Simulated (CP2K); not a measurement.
**MgSe under changes of volume**

One of the cells (20.246 Å³/atom); the others are scaled copies at fixed shape and fractional positions:

```
Se Mg
1.0
     3.85444    0.00000    0.00000
     1.92722    3.33804    0.00000
     1.92722    1.11268    3.14714
Se Mg
1 1
Cartesian
  3.8544 2.2254 1.5736
  0.0000 0.0000 0.0000
```

| Item | Value |
| --- | --- |
| Program | CP2K 2026.2 |
| Functional | r2SCAN |
| Potentials or basis | POTENTIAL_UZH Se GTH-SCAN-q6, Mg GTH-SCAN-q10; TZVP-MOLOPT-SCAN-GTH basis |
| Density cutoff | 19048 eV |
| k mesh | 8 × 8 × 8 |
| Occupations | fermi-dirac, width 0.05 eV |
| Spin | no spin polarisation |

```csv
volume (Å³/atom),energy over the lowest point (meV/atom),pressure (GPa),gap on the mesh (eV)
19.031,?,?,?
19.436,19.47,4.9,2.49
19.841,9.14,3.3,2.45
20.246,2.76,1.8,2.42
20.651,0.00,0.4,2.38
21.056,0.49,-0.8,2.35
21.461,3.96,-1.9,2.31
```

Question: What does the run at 19.031 Å³/atom give?

Answer: Energy over the lowest point 34.24 meV/atom; pressure 6.8 GPa; gap on the mesh 2.53 eV.

Worked out: A Birch-Murnaghan fit of order 3 (a polynomial in V^(-2/3)) to the other rows has its minimum at 20.79 Å³/atom with B0 = V·E''(V) = 64 GPa and B' = 3.9. It gives 34.17 meV/atom at 19.031 Å³/atom, against the run's 34.24, and -dE/dV = 6.7 GPa, against 6.8. A straight line through the other rows of the gap, of slope -1.79 eV per unit of ln V, extrapolates to 2.53 eV, against the run's 2.53.

Energies are extrapolated to zero smearing.

Caveats: the basis of atomic orbitals isn't converged, which shifts pressures, moduli and gaps.

A mesh can miss the band edges. Spin-orbit coupling on Se is left out.
